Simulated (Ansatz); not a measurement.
The following input was run with Ansatz 0.2.0.

```yaml
crystal:
  lattice:
    - [3.7770008876, 0.0, 0.0]
    - [-1.8885004438, 3.2709787188, 0.0]
    - [0.0, 0.0, 6.498]
  atoms:
    - { symbol: Ti, position: [0.0343933757, 0.0687867514, 0.0] }
    - { symbol: Te, position: [0.6666666667, 0.3333333333, 0.2628] }
    - { symbol: Te, position: [0.3333333333, 0.6666666667, 0.7372] }
basis:
  ecutwfc: 420
kpoints:
  mp_grid: { grid: [12, 12, 6] }
hamiltonian:
  xc: pbe
scf:
  occupations: { method: gaussian, width: 0.1 }
output:
  forces: true
  stress: true
  eigenvalues: true
```

Command:
```bash
ansatz run input.yaml --threads 1 --pin off --max-ram 1331MiB --backend cpu --events-out ev --progress --plain --runs-dir out
```

The calculation used Ansatz 0.2.0, DFT PBE, scalar-relativistic, plane waves, PAW.

From the run's log, abridged (iterations and final results):

```
SCF iter   1: F=—  HF=-16461.569641 eV  |F-HF|=—  |Δ(HF+E_count)|=         —  Δρ=3.56e-3  dr2=2.08e-2  ethr=1.77e-3  ⟨swp⟩=5.6  Hψ=28532  notcnv=0
SCF iter   2: F=—  HF=-16461.572373 eV  |F-HF|=—  |Δ(HF+E_count)|=   2.73e-3  Δρ=5.16e-3  dr2=4.87e-2  ethr=4.72e-5  ⟨swp⟩=3.0  Hψ=14628  notcnv=0  defer=68
SCF iter   3: F=—  HF=-16461.567577 eV  |F-HF|=—  |Δ(HF+E_count)|=   4.80e-3  Δρ=5.73e-4  dr2=6.05e-4  ethr=4.72e-5  ⟨swp⟩=2.0  Hψ=8610  notcnv=0  defer=68
SCF iter   4: F=—  HF=-16461.567549 eV  |F-HF|=—  |Δ(HF+E_count)|=   2.80e-5  Δρ=1.78e-4  dr2=4.18e-5  ethr=1.37e-6  ⟨swp⟩=3.0  Hψ=11150  notcnv=0  defer=68
SCF iter   5: F=—  HF=-16461.567521 eV  |F-HF|=—  |Δ(HF+E_count)|=   2.75e-5  Δρ=4.45e-5  dr2=3.72e-6  ethr=9.51e-8  ⟨swp⟩=2.0  Hψ=11565  notcnv=0  defer=68
SCF iter   6: F=-16461.567520 eV  HF=-16461.567520 eV  |F-HF|=4.55e-8  |Δ(HF+E_count)|=   6.36e-7  Δρ=1.05e-5  dr2=5.22e-8  ethr=2.27e-10  ⟨swp⟩=5.8  Hψ=32883  notcnv=0
SCF 1 converged in 6 iterations: F = -16461.567520 eV  dr2 = 5.22e-8
SCF converged after 6 iterations
Free energy (F): -16461.567520 eV
Harris-Foulkes:  -16461.567520 eV  (|F-HF|=4.55e-8)
Internal energy: -16461.561784 eV  (E = F + TS)
E sigma→0 (E₀):  -16461.564652 eV
Entropy (-TS):   -0.005737 eV (-1.912 meV/atom)
Fermi energy:    10.377656 eV
--- Per-component energies (eV) ---
  E_band       = -667.882367
  E_kinetic    = 633.979103
  E_local      = -3447.153269  (includes V_loc(G=0)·N_el)
  E_nonlocal   = -611.789989
  E_hartree    = 2009.843041
  E_xc         = -346.769872
  E_vxc        = -331.237637  (∫ρ·V_xc dr)
  E_paw        = -10372.699621  (= ΣΔE_a)
  E_vpaw       = -931.365888  (= ΣTr[D̂ρ^β])
  E_aug_tail   = -0.000220  (compensation charges beyond the density's cutoff)
  E_ewald      = -4326.970957
  E_smearing   = -0.005737  (= −TS)
--- Forces (eV/Å), atoms counted from 1 ---
  atom   1  Ti     0.00000000    -0.94125185     0.07790689
  atom   2  Te     0.00000000     0.34142536     0.19404411
  atom   3  Te     0.00000000     0.59979330    -0.27194179
--- Stress (GPa, compression-positive) ---
        1.741207       0.000000       0.000000
        0.000000       1.507341      -0.969772
        0.000000      -0.969773       3.153256
  P = ⅓ Tr σ = 2.1339 GPa (21.339 kbar)
--- Band table (eV; the first three rows and the last of 242) ---
  k-point 0: bands = ["-47.1503", "-26.2394", "-26.2385", "-26.2308", "-26.2229", "-26.2099", "-26.2059", "-26.2037", "-26.1938", "-26.1878", "-26.1831", "-23.4122", "-23.4093", "-23.3695", "-2.1319", "-0.6354", "5.0603", "8.6253", "8.6337", "10.2742", "10.3583", "10.6514", "10.8495", "11.6930", "11.7978", "13.1635", "13.2705"]
  k-point 1: bands = ["-47.1503", "-26.2395", "-26.2386", "-26.2308", "-26.2229", "-26.2096", "-26.2061", "-26.2035", "-26.1939", "-26.1878", "-26.1831", "-23.4122", "-23.4093", "-23.3695", "-2.0594", "-0.7752", "5.3519", "8.6275", "8.6422", "9.8342", "10.3391", "10.3823", "11.0816", "11.6211", "11.7408", "13.2447", "13.3820"]
  k-point 2: bands = ["-47.1503", "-26.2399", "-26.2388", "-26.2308", "-26.2228", "-26.2089", "-26.2065", "-26.2031", "-26.1941", "-26.1877", "-26.1831", "-23.4122", "-23.4093", "-23.3695", "-1.8526", "-1.1066", "6.1255", "8.3637", "8.6777", "8.9922", "10.2977", "10.3119", "11.1522", "11.4988", "11.6657", "13.4066", "13.5907"]
  k-point 241: bands = ["-47.1477", "-26.2397", "-26.2351", "-26.2241", "-26.2208", "-26.2101", "-26.2079", "-26.2037", "-26.1950", "-26.1837", "-26.1773", "-23.4519", "-23.4250", "-23.3529", "-0.3301", "-0.2556", "6.0297", "6.1152", "7.5186", "7.7235", "8.5192", "8.6091", "11.0632", "11.2346", "11.6052", "12.6553", "13.2741"]
```

The calculation finished and met its thresholds.